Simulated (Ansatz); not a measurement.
# Eigenvalues along a path: Ca (begun as A7 type, now fcc)

```
Ca
1.0
     1.47468   -0.85141    4.81561
     0.00000    1.70281    4.81561
    -1.47468   -0.85141    4.81561
Ca
2
Direct
  0.25000 0.25000 0.25000
  0.75000 0.75000 0.75000
```

The cell comes from a relaxation on PAW files under the same functional, begun from a prototype that needn't be the stable phase.

Level of theory: DFT with PBE, scalar-relativistic, in Ansatz 0.2.0; a Γ-centred 9×9×9 k mesh, Fermi–Dirac smearing of 0.1 eV, no spin polarisation. LAPW: all electrons, basis error target 1 meV/atom.

This run: volume at 0.43 of the series' base cell.

The structure type is held throughout; the real material can change phase at far lower pressure.

Path points, in fractions of the reciprocal vectors: Γ (0.000, 0.000, 0.000), T (1.000, 1.000, 1.000), H2 (1.250, 1.000, 0.750), H0 (0.750, 0.250, 0.000), L (0.500, 0.500, 0.000), S0 (0.375, 0.000, -0.375), S2 (1.000, 0.625, 0.375), F (1.000, 0.500, 0.500). The distance column jumps between branches of the path. Levels in eV from the Fermi level; bands 3 to 12, counted from the lowest band of the run. The gap is zero, the pressure 48.1 GPa.

```
# k(1/Å) point b3 b4 b5 b6 b7 b8 b9 b10 b11 b12
0.000 Γ -22.68 -20.95 -20.95 -20.73 -20.73 -20.73 -4.46 -1.38 2.63 2.98
0.326 - -22.42 -21.04 -20.92 -20.92 -20.76 -20.76 -3.87 -1.53 2.10 2.76
0.652 - -21.76 -21.76 -20.84 -20.84 -20.84 -20.84 -2.50 -2.50 1.95 1.95
0.979 - -22.42 -21.04 -20.92 -20.92 -20.76 -20.76 -3.87 -1.53 2.10 2.76
1.305 T -22.68 -20.95 -20.95 -20.73 -20.73 -20.73 -4.46 -1.38 2.63 2.98
1.571 - -22.61 -21.11 -20.99 -20.93 -20.78 -20.74 -4.06 -1.00 1.76 2.90
1.837 - -22.41 -21.48 -21.40 -21.11 -20.94 -20.77 -3.00 -0.04 0.60 2.12
2.104 - -22.14 -21.88 -21.83 -21.30 -21.20 -20.84 -1.60 -0.23 1.01 1.56
2.370 H2 -22.14 -21.97 -21.97 -21.53 -21.44 -20.95 -0.53 -0.24 1.50 1.52
3.435 H0 -22.14 -21.97 -21.97 -21.53 -21.44 -20.95 -0.53 -0.24 1.50 1.52
3.702 - -22.14 -22.11 -21.89 -21.83 -21.30 -21.09 -0.23 0.25 0.54 1.01
3.968 - -22.41 -22.21 -21.84 -21.48 -21.23 -21.11 -0.85 -0.04 0.33 0.60
4.234 - -22.61 -22.43 -21.52 -21.34 -21.11 -20.99 -1.65 -0.99 -0.32 1.76
4.500 L -22.68 -22.51 -21.37 -21.37 -20.95 -20.95 -1.98 -1.38 -0.60 2.62
4.827 - -22.42 -22.40 -21.48 -21.31 -20.92 -20.92 -1.55 -1.53 -0.23 2.10
5.153 - -22.33 -21.76 -21.48 -21.17 -20.84 -20.84 -2.50 -0.63 0.52 1.95
5.479 - -22.56 -21.14 -21.04 -21.01 -20.76 -20.76 -3.87 -0.91 1.54 2.75
5.805 Γ -22.68 -20.95 -20.95 -20.73 -20.73 -20.73 -4.46 -1.38 2.63 2.98
6.205 - -22.52 -21.28 -21.14 -21.04 -20.85 -20.75 -3.59 -0.56 1.16 2.51
6.604 - -22.14 -21.88 -21.83 -21.30 -21.20 -20.84 -1.60 -0.23 1.01 1.56
7.003 - -22.17 -22.02 -21.94 -21.71 -21.39 -21.02 -0.45 0.26 0.87 1.38
7.403 S0 -22.41 -22.21 -21.84 -21.48 -21.23 -21.11 -0.85 -0.04 0.33 0.60
8.326 S2 -22.41 -22.21 -21.84 -21.48 -21.23 -21.11 -0.85 -0.04 0.33 0.60
8.459 - -22.52 -22.34 -21.67 -21.29 -21.28 -21.04 -1.30 -0.56 0.00 1.16
8.592 - -22.61 -22.44 -21.52 -21.34 -21.11 -20.99 -1.65 -1.00 -0.32 1.76
8.725 - -22.67 -22.49 -21.41 -21.36 -20.99 -20.96 -1.89 -1.28 -0.53 2.31
8.858 F -22.68 -22.51 -21.37 -21.37 -20.95 -20.95 -1.98 -1.38 -0.60 2.62
```
